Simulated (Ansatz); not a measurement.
# Run record: quasi-harmonic thermal expansion of ZnS (F-43m)

Method: PBEsol, PAW on Ansatz 0.2.0's default frozen-core files (fitted under PBE), scalar-relativistic.

Cell and atoms were relaxed beforehand by PAW with this functional.

Command line:

```sh
ansatz run input.yaml --threads 2 --pin off --max-ram 5120MiB --backend cpu --events-out ev --progress --plain --runs-dir out
```

Input:

```yaml
crystal:
  lattice:
    - [0.0, 2.67776959334, 2.67776959334]
    - [2.67776959334, 0.0, 2.67776959334]
    - [2.67776959334, 2.67776959334, 0.0]
  atoms:
    - { symbol: Zn, position: [0.75, 0.75, 0.75] }
    - { symbol: S, position: [0.0, 0.0, 0.0] }
kpoints:
  mp_grid: { grid: [8, 8, 8] }
scf:
  occupations: { method: fixed }
hamiltonian:
  xc: pbesol
  pseudopotentials: { kind: paw }
phonons:
  qmesh: [4, 4, 4]
  thermal_expansion: {}
  temperatures: { t_min: 0, t_max: 800, t_step: 50 }
```

The program printed:

```
Warning: phonons: the dynamical matrix that this run interpolates holds no multipole term above the dipole-dipole one, and a site of this crystal is no centre of inversion, so its interpolated transverse optical and acoustic branches and sound speeds can stay off near Gamma, and the density of states and the thermodynamics with them. What a run solves at a wave vector of phonons.qpoints, Gamma apart, where the deck ...
Warning: RAYON_NUM_THREADS=2 ignored (pool sized by the plan → 2); use --threads N
The last accepted step is kept in <dir> (removed where the run ends without a failure and the disk answers)
Engine: ansatz 0.2.0, aarch64-unknown-linux-gnu
Pseudopotentials: kind: paw
Pseudopotential: Zn, paw, valence charge 12, recommended cutoff 420 eV (normal), Zn.paw.azcp
Pseudopotential: S, paw, valence charge 6, recommended cutoff 420 eV (normal), S.paw.azcp
Functional definition: PBEsol
  exchange = pbesol_x
  correlation = pbesol_c
Crystal: 2 atoms, lattice volume = 38.402 Å³
Basis set: ecut = 487.2 eV, 941 PW (Γ), exchange–correlation on 60×60×60 points (8 copies of the dense FFT grid, shifted against one another)
Bands: 13, of which v1, the nominal top of the filled ones, is band 9 counted from 1 (8 counted from 0)
Symmetry: 24 space group operations
Space group: F-43m (ITA 216), of the structure as read, at distance tolerance 3.4e-5 Å
k-points: 29 of 512 (time reversal used)
Non-local potential: Zn, projectors of the file, l = 0: 2, l = 1: 2, l = 2: 3, l = 3: 1
Non-local potential: S, projectors of the file, l = 0: 2, l = 1: 2, l = 2: 2
PAW form: soft (Blöchl's): semilocal exchange-correlation on the pseudo side does not see the compensation charge
PAW frozen core: Zn, regenerated for the run's functional, and the local potential with it (the file was generated under x = pbe(κ = 0.804, μ = 0.2195149727645171), c = pbe(β = 0.06672455060314922))
[... 69 lines left out ...]
  F+E_penalty+E_count = -4167.44235554 eV   max|allowed force component| = 1.943e-16 eV/Å
  atoms:
    - { symbol: Zn, position: [0.7500000000000001, 0.7500000000000001, 0.7500000000000001] }
    - { symbol: S, position: [0.0, 0.0, 0.0] }
--- Thermal expansion: 10 cells in 3 rounds, 0 GPa ---
  no lower state was reached at cell 4
  without vibrations: a 3.78747, b 3.78747, c 3.78747 Å, V 38.4179 Å³, B 78.94 GPa
  at 0 K: a 3.79425, b 3.79425, c 3.79425 Å, V 38.6246 Å³, B 77.60 GPa
  zero-point expansion: a +0.179, b +0.179, c +0.179, V +0.538 %
      T/K        a/Å        b/Å        c/Å       V/Å³ | expansion of a, b, c, V (1e-6/K)   | that of V in the mean from 25 °C | C_P, C_V (J/mol K of the cell) | B_T, B_S (GPa)
     0.00    3.79425    3.79425    3.79425    38.6246 |    0.00    0.00    0.00    0.00 |   10.85 |     0.000     0.000 |    77.60    77.60
   100.00    3.79436    3.79436    3.79436    38.6277 |    1.98    1.98    1.98    5.93 |   15.92 |    25.580    25.574 |    77.21    77.23
   200.00    3.79592    3.79592    3.79592    38.6755 |    5.70    5.70    5.70   17.11 |   19.58 |    40.276    40.173 |    76.11    76.31
   298.15    3.79835    3.79835    3.79835    38.7500 |    7.17    7.17    7.17   21.50 |       - |    45.271    45.031 |    74.87    75.27
   350.00    3.79981    3.79981    3.79981    38.7946 |    7.60    7.60    7.60   22.81 |   22.20 |    46.597    46.281 |    74.20    74.70
   450.00    3.80282    3.80282    3.80282    38.8868 |    8.18    8.18    8.18   24.55 |   23.25 |    48.121    47.658 |    72.88    73.59
   550.00    3.80602    3.80602    3.80602    38.9849 |    8.60    8.60    8.60   25.80 |   24.08 |    48.999    48.384 |    71.56    72.47
   650.00    3.80936    3.80936    3.80936    39.0877 |    8.95    8.95    8.95   26.84 |   24.77 |    49.583    48.809 |    70.23    71.35
   750.00    3.81283    3.81283    3.81283    39.1946 |    9.26    9.26    9.26   27.78 |   25.40 |    50.021    49.079 |    68.90    70.22
   800.00    3.81461    3.81461    3.81461    39.2496 |    9.41    9.41    9.41   28.24 |   25.69 |    50.207    49.178 |    68.23    69.66
  the static fit leaves 0.001 meV an atom of the energies and, of the stresses, 0.000 GPa of each cell's largest along a strain (root mean squares over the cells), whose Pulay part it has at -0.021 GPa
  vibrations' free energy: its fit passes through its cells
  the electrons' free energy at temperature is not in it: every band gap is over 0.83 eV
  free energies summed between the sampled wave vectors
  estimated error of the fitted expansion in any direction: up to 0.067e-6/K, at 800 K, with few degrees of freedom (an estimate, not a bound: it was exceeded on models of known expansion)
  by sums over the sampled wave vectors an expansion of the volume parts by up to 0.76e-6/K
  by a static energy of one degree less an expansion of the volume parts by up to 0.02e-6/K
  the FFT grids of the static calculations differ: 27 × 27 × 27, 30 × 30 × 30
  band gaps on the cells' k-points are 1.905 to 2.216 eV
```

The calculation finished and met its thresholds.

### Thermal expansion

Quasi-harmonic lattice of a crystal by Kohn-Sham DFT: finite-displacement phonons on strained cells about the given cell, electrons' free energy included in metals.

```tsv
temperature (K)	volume expansion coefficient (×10⁻⁶/K)	volume over given cell less one (%)	heat capacity constant pressure (k_B/atom)	isothermal bulk modulus (GPa)	grueneisen parameter
50	-0.7047	0.5778	0.7161	77.54	-0.1067
100	5.927	0.5888	1.538	77.21	0.4163
150	12.78	0.637	2.099	76.7	0.6545
200	17.11	0.7131	2.422	76.11	0.755
250	19.79	0.8066	2.61	75.49	0.8055
300	21.55	0.9111	2.726	74.85	0.835
350	22.81	1.023	2.802	74.2	0.8544
400	23.77	1.141	2.855	73.54	0.8685
450	24.55	1.263	2.894	72.88	0.8793
500	25.22	1.389	2.923	72.22	0.8883
550	25.8	1.519	2.947	71.56	0.896
600	26.34	1.651	2.966	70.9	0.9028
650	26.84	1.787	2.982	70.23	0.9091
700	27.32	1.925	2.996	69.57	0.915
750	27.78	2.065	3.008	68.9	0.9206
800	28.24	2.208	3.019	68.23	0.9261
```

Known limits: frozen-core PAW files fitted under PBE, their cores solved anew for the functional of the run; expansion moves with the q mesh.

Time and hardware: 35 min on 2 threads of Arm Neoverse V2 (shared host), peak memory 1 GiB.
